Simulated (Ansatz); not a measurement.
# CdH2O2 (P-3m1): convergence test of the k-point mesh

How fine a k-point mesh does CdH2O2 (P-3m1) need? Wanted for CdH2O2 (P-3m1): a convergence test of the k-point mesh.

Computed with Ansatz 0.2.0 through its Python package. Level of theory: DFT PBEsol, plane waves, PAW.

### Step 1. Starting point

The structure is trigonal, space group P-3m1 (No. 164). The conventional cell has a = 3.516 Å, b = 3.516 Å, c = 4.643 Å, α = 90.00°, β = 90.00°, γ = 120.00°. Cd (site symmetry -3m) is surrounded by 6 O at 2.32 Å. H (site symmetry 3m) has 1 O at 0.97 Å as nearest neighbours. O (site symmetry 3m) has 1 H at 0.97 Å as nearest neighbours.

No structure file is read: the coordinates are typed or built in the script.

### Step 2. The code

Input file cdh2o2.py:

```python
"""k-point test for CdH2O2."""

import ansatz as az
import matplotlib.pyplot as plt

XC = "PBEsol"

lattice = az.Lattice.of(
    (3.51552596, 0.0, 0.0),
    (-1.75776298, 3.04453479, 0.0),
    (0.0, 0.0, 4.64297929),
)
sites = [
    ("Cd", (0.0, 0.0, 0.0)),
    ("H", (2 / 3, 1 / 3, 0.55096072)),
    ("H", (1 / 3, 2 / 3, 0.44903928)),
    ("O", (2 / 3, 1 / 3, 0.759372)),
    ("O", (1 / 3, 2 / 3, 0.240628)),
]
cdh2o2 = az.Crystal(lattice=lattice)
for symbol, position in sites:
    cdh2o2 = cdh2o2.atom(symbol, position)

setup = cdh2o2.calculation()
setup = setup.basis(17 * az.Ha)
setup = setup.occupations(az.OccupationsMethod.FIXED).pseudopotentials("paw")
setup = setup.functional(XC).stress()

rows = []
for value in [0.8, 0.6, 0.5, 0.4, 0.33]:
    rep = setup.kpoints(spacing=value).run().report
    rows.append((value, rep["free_energy_ev"] / len(rep["lattice"]["sites"]), rep["n_iterations"], sum(rep["stress_gpa"][i][i] for i in range(3)) / 3, rep["n_kpoints"]))

print("spacing (1/A)   F/atom (eV)    iterations       P (GPa)      k-points")
for row in rows:
    print(f"{str(row[0]):>12s}  {row[1]:12.5f}  {row[2]:12d}  {row[3]:12.3f}  {row[4]:12d}")

# the last row is the reference
for row in rows[:-1]:
    shift = 1000 * (row[1] - rows[-1][1])
    print(f"{row[0]}: {shift:+.2f} meV/atom" + ("  (within 1 meV)" if abs(shift) < 1 else ""))
plt.figure(figsize=(4.5, 3))
plt.plot([str(row[0]) for row in rows], [1000 * (row[1] - rows[-1][1]) for row in rows], "o-")
plt.xlabel("spacing (1/A)")
plt.ylabel("F - F(last) (meV/atom)")
plt.tight_layout()
plt.savefig("kconv.png", dpi=100)
```

### Step 3. The calls as engine input

The engine receives this input (first run):

```yaml
crystal:
  lattice:
    - [3.51552596, 0.0, 0.0]
    - [-1.75776298, 3.04453479, 0.0]
    - [0.0, 0.0, 4.64297929]
  atoms:
    - { symbol: Cd, position: [0.0, 0.0, 0.0] }
    - { symbol: H, position: [0.6666666666666666, 0.3333333333333333, 0.55096072] }
    - { symbol: H, position: [0.3333333333333333, 0.6666666666666666, 0.44903928] }
    - { symbol: O, position: [0.6666666666666666, 0.3333333333333333, 0.759372] }
    - { symbol: O, position: [0.3333333333333333, 0.6666666666666666, 0.240628] }
basis:
  ecutwfc: 462.593566181796
kpoints:
  mp_grid:
    kspacing: 0.8
hamiltonian:
  xc: pbesol
  pseudopotentials:
    kind: paw
scf:
  occupations:
    method: fixed
output:
  stress: true
```

### Step 4. Running it

Started as:

```console
$ python cdh2o2.py
```

Standard output:

```text
spacing (1/A)   F/atom (eV)    iterations       P (GPa)      k-points
         0.8   -1867.44866             6        -0.469             6
         0.6   -1867.45522             6        -0.559             9
         0.5   -1867.45636             6        -0.570            12
         0.4   -1867.45662             6        -0.571            24
        0.33   -1867.45669             6        -0.569            32
0.8: +8.02 meV/atom
0.6: +1.47 meV/atom
0.5: +0.33 meV/atom  (within 1 meV)
0.4: +0.07 meV/atom  (within 1 meV)
```

Wall time 6.7 s (1 thread of Arm Neoverse V1, shared host); peak memory 0.43 GiB.

### Step 5. What changed from run to run

The engine's inputs for some of the other runs:

Run 2, against run 1:

```diff
@@ -16 +16 @@
-    kspacing: 0.8
+    kspacing: 0.6
```

Run 4, against run 1:

```diff
@@ -16 +16 @@
-    kspacing: 0.8
+    kspacing: 0.4
```

Run 5, against run 1:

```diff
@@ -16 +16 @@
-    kspacing: 0.8
+    kspacing: 0.33
```

Lines on the test bed's own set-up are left out of the output.

### Step 6. The engine's runs

One row for each of the 5 runs:

```
run  k spacing  energy from run 5 (meV/atom)  pressure (GPa)  gap on the mesh (eV)  SCF cycles  CPU time (s)
  1        0.8                          8.02           -0.47                  1.67           6          0.65
  2        0.6                          1.47           -0.56                  1.61           6          0.62
  3        0.5                          0.33           -0.57                  1.64           6          0.76
  4        0.4                          0.07           -0.57                  1.62           6           1.3
  5       0.33                          0.00           -0.57                  1.63           6           1.6
```

### Step 7. Outcome

| quantity | value |
| --- | --- |
| runs compared | 5 |
| last run but one, from the last | +0.07 meV/atom |
| within 5 meV/atom of the last run from | 0.6 |

In words: From a spacing of 0.5 (5×5×3) on it stays within 1 meV an atom of the value at a spacing of 0.33 (7×7×5); the first row (a spacing of 0.8 (3×3×2)) is off by 8.0 meV and the last but one by 0.07 meV. The pressure moves from -0.47 to -0.57 GPa. What to keep in mind:
- Pressure is positive in compression.
- This cell is a computed structure, which may not be the phase found in nature.
- Shifts are counted from the finest mesh, which is itself no proven limit.
